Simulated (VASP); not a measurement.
**Sb: relaxation of cell and atoms with RPBE**

Crystal: Sb.

```
Sb
1.0
     2.19844    1.26927    3.97571
    -2.19844    1.26927    3.97571
     0.00000   -2.53854    3.97571
Sb
2
Direct
  0.23081 0.23081 0.23081
  0.76919 0.76919 0.76919
```

```yaml
Program: VASP 6.6.1
Task: relaxation of cell and atoms
Functional: RPBE
Potentials_or_basis: VASP PAW PBE potentials, release 64 (Sb)
Cutoff: 600 eV
k_mesh: 12 × 12 × 10
Occupations: methfessel-paxton, width 0.1 eV
Spin: no spin polarisation
Further_INCAR_settings: ALGO = Normal; EDIFF = 1e-07; IBRION = 2; EDIFFG = -0.005; NSW = 90; ISIF = 3
```

```yaml
Pressure_after_relaxing: 0.0 GPa
Band_gap_on_the_k_mesh: none (metal or under the smearing width)
```

Final structure:
```yaml
crystal:
  lattice:
    - [2.19844, 1.26927, 3.97571]
    - [-2.19844, 1.26927, 3.97571]
    - [0.00000, -2.53854, 3.97571]
  atoms:
    - { symbol: Sb, position: [0.23081, 0.23081, 0.23081] }
    - { symbol: Sb, position: [0.76919, 0.76919, 0.76919] }
```

Levels at points of the mesh, in eV from the Fermi level:
```csv
k point,band 1,band 2,band 3,band 4,band 5,band 6,band 7,band 8,band 9
"(0.00, 0.00, 0.00)",-12.10,-5.27,-1.99,-1.62,-1.62,1.73,2.43,2.43,5.33
"(0.50, 0.00, 0.00)",-10.02,-9.19,-1.96,-1.96,-0.32,-0.22,0.25,0.82,7.20
"(0.50, 0.50, 0.00)",-10.05,-8.00,-4.83,-3.37,-3.25,1.67,4.38,5.26,6.04
"(0.50, 0.50, 0.50)",-10.96,-8.45,-1.24,-1.24,-0.54,0.44,0.44,1.17,6.57
```

It took 3.6 min on 1 thread of AMD EPYC 9R14 (Zen 4) (shared host), peak memory 0.41 GiB.

Caveat: the relaxation stopped at its first step, so nothing moved; the PAW data sets were made with another functional, which shifts forces and pressure a little. The run has no spin-orbit coupling, so splittings on Sb are missing.
